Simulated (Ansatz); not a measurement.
**SnS2: stationary points along a deformation path**

Level of theory: DFT r2SCAN, scalar-relativistic, plane waves, PAW in Ansatz 0.2.0. The runs took a 500 eV cutoff, a Γ-centred 12×12×6 mesh and Gaussian smearing (0.05 eV). No spin polarisation. Energies are free energies at this smearing, counted from the undisturbed cell; pressure is positive in compression.

Reference structure (as given, not relaxed at this level; it stands at 7.1 GPa):

```yaml
crystal:
  lattice:
    - [3.59830, 0.00000, 0.00000]
    - [-1.79915, 3.11622, 0.00000]
    - [0.00000, 0.00000, 5.49400]
  atoms:
    - { symbol: Sn, position: [0.00000, 0.00000, 0.00000] }
    - { symbol: S, position: [0.66667, 0.33333, 0.26390] }
    - { symbol: S, position: [0.33333, 0.66667, 0.73610] }
```

The cell holds layers and no dispersion correction was added, so their binding is poorly described.

At fixed volume and fractional coordinates, lengths along (0.000, 0.000, 1.000) are scaled against those across it; ρ is that ratio over its starting value. V = 20.535 Å³/atom. Δσ is the stress along the axis less the mean stress across it (compression positive).

| ρ | ΔE (meV/atom) | Δσ (GPa) | space group |
| --- | --- | --- | --- |
| 0.800 | 134.4 | 11.06 | P-3m1 |
| 0.850 | 80.2 | 9.70 | P-3m1 |
| 0.920 | 25.0 | 6.30 | P-3m1 |
| 0.960 | 6.8 | 3.56 | P-3m1 |
| 1.000 | 0.0 | 0.25 | P-3m1 |
| 1.050 | 8.7 | -4.61 | P-3m1 |
| 1.100 | 37.8 | -10.16 | P-3m1 |
| 1.200 | 158.6 | -22.81 | P-3m1 |
| 1.300 | 361.1 | -36.71 | P-3m1 |

**Question.** How does the stress give the slope of the energy, and where is the energy stationary?

**Answer.** Along the path d ln(length) is 2/3 d ln ρ on the axis and −1/3 d ln ρ across it, so dE/d ln ρ = −(2/3) V Δσ: the energy falls with ρ where Δσ is positive. Δσ vanishes or changes sign between ρ = 1.000 and 1.050, a minimum (near 1.00 by linear interpolation). Pairs of stationary points between two samples would go unseen, and could change a minimum read from distant neighbours into a maximum.

**Question.** Integrate that slope from ρ = 1 to 1.200 by the trapezoid rule.

**Answer.** With V/N in Å³ and 1 eV/Å³ = 160.2 GPa the slopes at ρ = 1.000, 1.050, 1.100, 1.200 are -21, 394, 868, 1949 meV/atom per unit of ln ρ. The steps add 9.1 + 29.3 + 122.6 = 161.0 meV/atom, against 158.6 from the energies; the trapezoid rule misses the curvature of the slope within each step.

Forces appear on the atoms along this scan, and letting them relax would lower the energy and soften the response.

Cost: 9 runs of about 3.3 core-minutes in all, on AMD EPYC 7R43 (Zen 3) (shared hosts).